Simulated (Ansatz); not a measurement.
Hg: equation of state with PBE

Crystal: Hg.

```
Hg
1.0
     4.54000    0.00000    0.00000
    -2.27000    3.93176    0.00000
     0.00000    0.00000    3.87000
Hg
3
Direct
  0.66667 0.33333 0.50000
  0.00000 0.00000 0.00000
  0.33333 0.66667 0.50000
```

```json
{
 "Program": "Ansatz 0.2.0",
 "Task": "equation of state",
 "Functional": "PBE",
 "Potentials or basis": "Ansatz PAW",
 "Cutoff": "420 eV",
 "Density cutoff": "1680 eV",
 "k mesh": "7 × 7 × 7",
 "Occupations": "fermi-dirac, width 0.05 eV",
 "Spin": "no spin polarisation"
}
```

```yaml
Equilibrium_volume: outside the volumes run
```

Energy against volume, from the lowest point:
```
volume (Å³/atom)  energy (meV/atom)
          21.645             228.52
          22.106             176.66
          22.566             131.58
          23.027              92.28
          23.487              57.83
          23.948              27.30
          24.408               0.00
```

All runs of the series together: 16 s on 2 threads of Intel(R) Xeon(R) Processor @ 2.70GHz (shared host).

Spin-orbit coupling is left out, which matters for the levels of Hg.
